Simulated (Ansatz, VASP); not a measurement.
## One calculation of Si, two programs

```
Si
1.0
    -2.37137    2.37137    1.32927
     2.37137   -2.37137    1.32927
     2.37137    2.37137   -1.32927
Si
2
Direct
  0.50000 0.50000 0.00000
  0.25000 0.75000 0.50000
```

This isn't the form of Si at room conditions, which is diamond.

Alike in both runs: task single point; functional PBE; k mesh 11 × 11 × 11; occupations gaussian, width 0.02 eV; no spin polarisation.

|  | VASP | Ansatz |
| --- | --- | --- |
| version | VASP 6.6.1 | Ansatz 0.2.0 |
| potentials or method | VASP PAW PBE potentials, release 64 (Si), cutoff 520 eV | all-electron LAPW, scalar-relativistic |

|  | VASP | Ansatz | Ansatz less VASP |
| --- | --- | --- | --- |
| gap on the k mesh at the Fermi level (eV) | none | none | - |
| pressure (GPa) | 3.2 | 3.2 | +0.08 |
| largest component of the traceless stress (GPa) | 0.96 | 0.97 | +0.013 |

A gap of «none» marks a metal or a gap that the smearing closes. Ansatz ran all-electron here, so the differences hold the error of VASP's frozen core and of both bases.
